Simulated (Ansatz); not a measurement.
Strain response of P

The calculation used DFT PBEsol, scalar-relativistic, plane waves, PAW in Ansatz. (420 eV cutoff, 8×1×6 k-mesh, Gaussian smearing of 0.02 eV, no spin polarisation)

The relaxed crystal:

```
CELL_PARAMETERS angstrom
3.28437 0.00000 0.00000
0.00000 34.87475 0.00000
0.00000 0.00000 4.43691
ATOMIC_POSITIONS crystal
P 0.00000 0.96969 0.58262
P 0.00000 0.03031 0.41738
P 0.50000 0.03031 0.08262
P 0.50000 0.96969 0.91738
```

Deformation: uniaxial strain along c, with the lengths of a and b and the atoms relaxed and the angles held, all within the symmetry that the strain leaves. Energies are extrapolated to zero smearing. Stress is positive in compression, on the Cartesian axes of the cell above. Gaps are Kohn–Sham gaps over the whole zone.

Strains computed: -4.5, -3.0, -1.5, +1.5, +3.0, +4.5 %.

Task: At which strain does the energy stand 0.5 meV/atom over the relaxed crystal with σxx = 0.01, σyy = 0.00, σzz = -0.08 GPa?

Result: +1.5 %. The gap there is 0.76 eV against 0.69 unstrained.

This form isn't the element's structure at ambient conditions.